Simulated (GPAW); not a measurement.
Crystal: Cd.

```xyz
1
Lattice="-1.7843 1.7843 1.7843 1.7843 -1.7843 1.7843 1.7843 1.7843 -1.7843" Properties=species:S:1:pos:R:3 pbc="T T T"
Cd    0.0000    0.0000    0.0000
```

This isn't the form of Cd at room conditions, which is hcp.

| Quantity | Value |
| --- | --- |
| Program | GPAW 26.7.0 |
| Task | relaxation of cell and atoms |
| Functional | PBEsol |
| Dispersion | D4 |
| Potentials or basis | PAW data sets generated in the run's folder for this functional |
| Cutoff | 600 eV |
| Basis | pw |
| k mesh | 10 × 10 × 10 |
| Occupations | methfessel-paxton, width 0.1 eV |
| Spin | no spin polarisation |

At the start: pressure -4.9 GPa; volume 22.72 Å³/atom.

Task: How do energy, volume and symmetry change on relaxing?

Result: Over 5 steps the energy falls by 41.3 meV/atom and the volume is 20.44 Å³/atom (-10.0 %); space group Im-3m (No. 229, to 0.05 Å).

The path:
```tsv
step	energy change (eV)	largest force (eV/Å)	pressure (GPa)	volume (Å³)
1	0.0000	0.0000	-4.85	22.72
2	-0.0186	0.0000	-4.05	22.06
3	-0.0301	0.0000	3.77	19.45
4	-0.0410	0.0000	-0.51	20.59
5	-0.0413	0.0000	-0.04	20.44
```

Final structure:
```cif
data_structure
_symmetry_space_group_name_H-M 'P 1'
_symmetry_Int_Tables_number 1
_cell_length_a 2.9835
_cell_length_b 2.9835
_cell_length_c 2.9835
_cell_angle_alpha 109.471
_cell_angle_beta 109.471
_cell_angle_gamma 109.471
_cell_volume 20.44
loop_
_atom_site_label
_atom_site_type_symbol
_atom_site_fract_x
_atom_site_fract_y
_atom_site_fract_z
_atom_site_occupancy
Cd1 Cd 0.00000 0.00000 0.00000 1
```

Caveat: later steps reuse the first step's grids; this smearing can pin the Fermi level at a band edge; pairwise dispersion overbinds metals, which lowers pressure and volume.
